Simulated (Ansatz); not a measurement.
Start of a relaxation, clean slab, lower half held (Cu, Fm-3m (No. 225), (1 1 1) face):

```yaml
crystal:
  lattice:
    - [2.51968, 0.00000, 0.00000]
    - [-1.25984, 2.18211, 0.00000]
    - [0.00000, 0.00000, 23.17194]
  atoms:
    - { symbol: Cu, position: [0.66667, 0.33333, 0.36682] }
    - { symbol: Cu, position: [0.33333, 0.66667, 0.45561] }
    - { symbol: Cu, position: [0.00000, 0.00000, 0.54439] }
    - { symbol: Cu, position: [0.66667, 0.33333, 0.63318] }
```

The calculation used Ansatz, DFT PBEsol, scalar-relativistic, plane waves, PAW. Plane waves to 420 eV, a k mesh through Γ of 12×12×1 on the computed 4-atom cell and Gaussian smearing (0.10 eV); no spin polarisation. The cell repeats along c with a dipole correction in the vacuum.

Atoms 1, 2 (counted from 1) are held. The cell is fixed. Force threshold 0.03 eV/Å.

Task: Where does it end?

Result: The energy falls by 0.003 eV in 3 steps, to:

```
Cu
1.0
     2.51968    0.00000    0.00000
    -1.25984    2.18211    0.00000
     0.00000    0.00000   23.17194
Cu
4
Direct
  0.66667 0.33333 0.36682
  0.33333 0.66667 0.45561
  0.00000 0.00000 0.54327
  0.66667 0.33333 0.63083
```